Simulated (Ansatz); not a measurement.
# W: pressure against volume per atom

Results calculated with Ansatz 0.2.0 development build, not measured. Equation of state of a cubic crystal from periodic Kohn-Sham density functional theory without spin; pressure corrected for the finite basis.

Cell of the first row (space group Pm-3m, No. 221):
```
CELL_PARAMETERS angstrom
2.58810 0.00000 0.00000
0.00000 2.58810 0.00000
0.00000 0.00000 2.58810
ATOMIC_POSITIONS crystal
W 0.00000 0.00000 0.00000
```

Settings of every row: formula W; structure type simple cubic; functional PBE; spin treatment none; k mesh 21x21x21; occupation method fermi-dirac; occupation width 0.061225619 eV; wave cutoff 700 eV; datasets hard PAW; density cutoff ratio 4.

Limits: a cubic model structure, not a phase known at ambient conditions; modest k-mesh, values are not fully converged in k; the SCF threshold is loose for a stress in some rows; no spin-orbit coupling, which can matter with elements this heavy.

```csv
row,volume per atom (Å³),pressure (GPa),energy above lowest point (meV/atom)
1,17.335,13.488,40.24
2,17.704,8.117,15.48
3,18.073,3.282,2.45
4,18.441,?,?
5,18.81,-5,7.07
6,19.179,-8.54,22.72
7,19.548,-11.735,46.13
```

Question: what pressure should row 4 give?

Worked fit of pressure. Take u = (V_r/V)^(2/3) − 1 with V_r = 18.441 Å³ an atom, which is twice the finite (Eulerian) strain; such expansions in the strain, on which the Birch-Murnaghan equation of state is built, carry the rest volume and the bulk modulus. The shown rows have u = 0.04209, 0.02756, 0.01353, -0.01312, -0.02582, -0.03812. Least squares give pressure = −1.0682 + 310.231 × u + 820.73 × u² + 596 × u³ GPa; a parabola predicts inner rows, each left out in turn, worse (root mean square 0.013 against 0.0027 GPa). The rows lie off it by 0.000, -0.001, 0.001, -0.001, 0.001, 0.000. The pressure vanishes at u = 0.0034, or V = 18.35 Å³ an atom, and there the bulk modulus at fixed shape and fractions is B = −V dP/dV = (2/3)(1 + u) dP/du = 211 GPa. The withheld row has u = 0, so the fit gives −1.0682 + 310.231 × (0) + 820.73 × (0)² + 596 × (0)³ = -1.068 GPa.

The calculation gave -1.074 GPa. The fit lies 0.006 GPa (0.024 % of the column's range) above it; its largest miss of a shown row is 0.001 GPa.

The other values of row 4: energy above lowest point 0 meV/atom.
